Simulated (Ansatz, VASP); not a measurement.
**One calculation of BN, two programs**

```
CELL_PARAMETERS angstrom
2.50644 0.00000 0.00000
-1.25322 2.17064 0.00000
0.00000 0.00000 23.61685
ATOMIC_POSITIONS crystal
B 0.33333 0.66667 0.35991
B 0.66667 0.33333 0.50000
B 0.33333 0.66667 0.64009
N 0.66667 0.33333 0.35991
N 0.33333 0.66667 0.50000
N 0.66667 0.33333 0.64009
```

Alike in both runs: functional PBE; dispersion D3(BJ); k mesh 12 × 12 × 1; occupations gaussian, width 0.05 eV; no spin polarisation.

Ansatz relaxed the structure, and its values are those at the end. VASP's run is a single point on that final structure, the one shown.

```csv
,VASP,Ansatz
version,VASP 6.6.1,Ansatz 0.2.0
potentials or method,"VASP PAW PBE potentials, release 64 (B, N)","scalar-relativistic, plane waves, PAW"
plane-wave cutoff (eV),520,420
valence electrons in the cell,24,24
```

|  | VASP | Ansatz | Ansatz less VASP |
| --- | --- | --- | --- |
| gap on the k mesh at the Fermi level (eV) | 4.35 | 4.36 | +0.007 |
| least direct gap on the mesh (eV) | 4.66 | 4.66 | +0.003 |
| rms of the force components (eV/Å) | 0.012 | 0.012 | -0.0002 |

Ansatz warned: «published_levels_not_confirmed».
